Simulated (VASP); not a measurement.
CsH: single point with r2SCAN

The system is CsH.

```
CELL_PARAMETERS angstrom
0.03588 3.53106 3.53106
3.53106 0.03588 3.53106
3.53106 3.53106 0.03588
ATOMIC_POSITIONS crystal
Cs 0.00076 0.00076 0.00076
H 0.24924 0.24924 0.24924
```

The cell was built by a generator and needn't be a form met in nature.

The cell isn't the ideal one: shear_111 strain +1.5%.

```json
{
  "Program": "VASP 6.6.1",
  "Task": "single point",
  "Functional": "r2SCAN",
  "Potentials or basis": "VASP PAW PBE potentials, release 64 (Cs_sv, H)",
  "Cutoff": "520 eV",
  "k mesh": "6 × 6 × 6",
  "Occupations": "gaussian, width 0.01 eV",
  "Spin": "no spin polarisation"
}
```

```yaml
Pressure: -0.1 GPa
Largest_force: 0.005 eV/Å
Band_gap_on_the_k_mesh: 3.16 eV, indirect (least direct gap 3.19 eV)
```

Forces in eV/Å, atoms in the order of the input:
```
Cs   0.003  0.003  0.003
H   -0.003 -0.003 -0.003
```

Levels at points of the mesh, in eV from the valence-band top:
| k point | band 1 | band 2 | band 3 | band 4 | band 5 | band 6 | band 7 | band 8 | band 9 | band 10 |
| --- | --- | --- | --- | --- | --- | --- | --- | --- | --- | --- |
| (0.00, 0.00, 0.00) | -21.77 | -8.08 | -8.07 | -8.07 | -0.99 | 4.46 | 5.49 | 5.60 | 5.60 | 7.19 |
| (0.50, 0.00, 0.00) | -21.74 | -8.46 | -8.12 | -8.12 | -0.26 | 3.92 | 5.41 | 5.51 | 6.61 | 8.18 |
| (0.50, 0.50, 0.00) | -21.74 | -8.45 | -8.20 | -8.19 | -0.02 | 3.16 | 4.65 | 8.00 | 8.09 | 8.27 |
| (0.50, 0.50, 0.50) | -21.75 | -8.45 | -8.11 | -8.11 | -0.25 | 3.84 | 5.50 | 5.50 | 6.65 | 8.20 |

Wall time 3.7 min on 1 thread of AMD EPYC 7R43 64-Core Processor (Zen 3), with other jobs on the host, peak memory 0.23 GiB.

Caveat: the PAW data sets were made with another functional, which shifts forces and pressure a little; spin-orbit coupling is left out, which moves the levels of the heavy elements. A k mesh can miss the band edges.
